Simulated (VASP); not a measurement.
Runs of VASP 6.6.1 on Si. Symmetry: Fd-3m, No. 227, cubic system. Conventional cell: a = 5.444 Å, b = 5.444 Å, c = 5.444 Å, α = 90.00°, β = 90.00°, γ = 90.00°. Si (site symmetry -43m) is surrounded by 4 Si at 2.36 Å. 

| task | level | potentials or basis | cell | k mesh | cutoff (eV) | smearing | grid for exact exchange (PRECFOCK) | exchange at q = 0 | mesh quality | gap on the mesh (eV) | pressure (GPa) | relaxed volume (Å³/atom) |
| --- | --- | --- | --- | --- | --- | --- | --- | --- | --- | --- | --- | --- |
| band structure | TPSS | VASP PAW PBE potentials, release 64 (Si) | as given | 8 × 8 × 8 | 520 | fermi-dirac 0.05 eV | - | - | not flagged | 0.70 | 0.4 | - |
| relaxation of cell and atoms | TPSSh | VASP PAW PBE potentials, release 64 (Si) | relaxed | 4 × 4 × 4 | 600 | fermi-dirac 0.05 eV | Fast | truncated | coarse | (d) | 0.0 | (c) |
| single point | PBE | VASP PAW PBE potentials, release 64 (Si) | as given | 8 × 8 × 8 | 520 | gaussian 0.026 eV | - | - | not flagged | 0.63 | 1.3 | - |
| band structure | PBE | VASP PAW PBE potentials, release 54 (Si) | as given | 8 × 8 × 8 | 500 | fermi-dirac 0.05 eV | - | - | not flagged | 0.63 | 1.3 | - |
| relaxation of cell and atoms | BLYP | VASP PAW PBE potentials, release 64 (Si) | relaxed | 8 × 8 × 8 | 600 | fermi-dirac 0.05 eV | - | - | not flagged | 0.92 | 0.0 | 21.20 |
| relaxation of cell and atoms | revPBE | VASP PAW PBE potentials, release 64 (Si) | relaxed | 8 × 8 × 8 | 600 | fermi-dirac 0.05 eV | - | - | not flagged | 0.71 | 0.0 | (b) |
| band structure | LAK | VASP PAW PBE potentials, release 64 (Si) | as given | 8 × 8 × 8 | 520 | fermi-dirac 0.05 eV | - | - | not flagged | 1.20 | 1.0 | - |
| band structure | PBE | VASP PAW PBE potentials, release 54 (Si) | as given | 8 × 8 × 8 | 520 | fermi-dirac 0.05 eV | - | - | not flagged | 0.63 | 1.3 | - |
| single point | PBE | VASP PAW PBE potentials, release 64 (Si) | as given | 8 × 8 × 8 | 520 | gaussian 0.014 eV | - | - | not flagged | 0.63 | 1.3 | - |
| relaxation of cell and atoms | TPSS | VASP PAW PBE potentials, release 64 (Si) | relaxed | 8 × 8 × 8 | 600 | fermi-dirac 0.05 eV | - | - | not flagged | 0.71 | 0.0 | 20.25 |
| single point | PBE | VASP PAW PBE potentials, release 64 (Si) | as given | 8 × 8 × 8 | 520 | gaussian 0.029 eV | - | - | not flagged | 0.63 | 1.3 | - |
| relaxation of cell and atoms | AM05 | VASP PAW PBE potentials, release 64 (Si) | relaxed | 8 × 8 × 8 | 600 | fermi-dirac 0.05 eV | - | - | not flagged | (a) | 0.0 | 20.09 |

Alike in all rows: no spin polarisation.

Problem. Estimate the missing entries.

Solution. (a) 0.55; (b) 20.68; (c) 20.24; (d) 1.32.

Caveats: some runs use coarse meshes; the PAW data sets were made with another functional, which shifts forces and pressure a little (some runs).

A k mesh can miss the band edges.
